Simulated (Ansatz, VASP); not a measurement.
This is a calculation of Mg for Ansatz 0.2.0.

The input input.yaml:

```yaml
crystal:
  lattice:
    - [0.0, 2.244256, 2.244256]
    - [2.244256, 0.0, 2.244256]
    - [2.244256, 2.244256, 0.0]
  atoms:
    - { symbol: Mg, position: [0.0, 0.0, 0.0] }
hamiltonian:
  xc: pbesol
  pseudopotentials: { kind: paw }
kpoints:
  mp_grid: { grid: [10, 10, 10] }
scf:
  occupations: { method: fermi_dirac, width: 0.05 }
output:
  forces: true
  stress: true
  eigenvalues: true
relax:
  f_tol: 0.01
  max_steps: 40
  cell: { stress_tol: 0.05 }
```

Potentials or basis: Ansatz PAW.

Command:

```console
$ ansatz run input.yaml --threads 2 --pin off --max-ram 5632MiB --backend cpu --events-out ev --progress --plain --runs-dir out
```

**Question.** Set up the same calculation for VASP 6.6.1. Potentials there: VASP PAW PBE potentials, release 64 (Mg).

**Answer.** As run (the cutoff follows the program's own potentials):

Contents of INCAR:

```
PREC = Accurate
ENCUT = 600
EDIFF = 1E-6
ISMEAR = -1
SIGMA = 0.05
LREAL = F
LASPH = T
NELM = 60
ALGO = Normal
ISIF = 3
LWAVE = F
LCHARG = F
GGA = PS
IBRION = 2
NSW = 60
EDIFFG = -0.01
```

File KPOINTS:

```
Automatic mesh
0
Gamma
  10 10 10
```

The input POSCAR:

```
Mg
1.0
    0.0000000000      2.2442560000      2.2442560000
    2.2442560000      0.0000000000      2.2442560000
    2.2442560000      2.2442560000      0.0000000000
Mg
1
Direct
    0.0000000000      0.0000000000      0.0000000000
```

Potentials or basis: VASP PAW PBE potentials, release 64 (Mg).

Run with:

```sh
$ cat potpaw_PBE.64/Mg/POTCAR > POTCAR
$ mpirun -np 1 vasp_std > vasp.out
```

Both were run:

|  | VASP | Ansatz | Ansatz less VASP |
| --- | --- | --- | --- |
| gap on the k mesh at the Fermi level, each at its own relaxed structure (eV) | none | none | - |
| relaxed volume (Å³/atom) | 22.61 | 22.65 | +0.043 |
| relaxed cell length with the largest relative difference (Å) | 3.174 | 3.176 | +0.0020 |

A gap of «none» marks a metal or a gap that the smearing closes. The two sets of potentials don't hold the same shells in valence.

Caveats: the relaxation stopped at its first step, so nothing moved (VASP); the PAW data sets were made with another functional, which shifts forces and pressure a little (VASP); the plane-wave basis is chosen anew once the cell has moved, so the energies of steps on either side of that aren't comparable (Ansatz); the PAW data sets come from PBE, with cores solved anew for the run's functional, which leaves a small shift of forces and pressure (Ansatz).
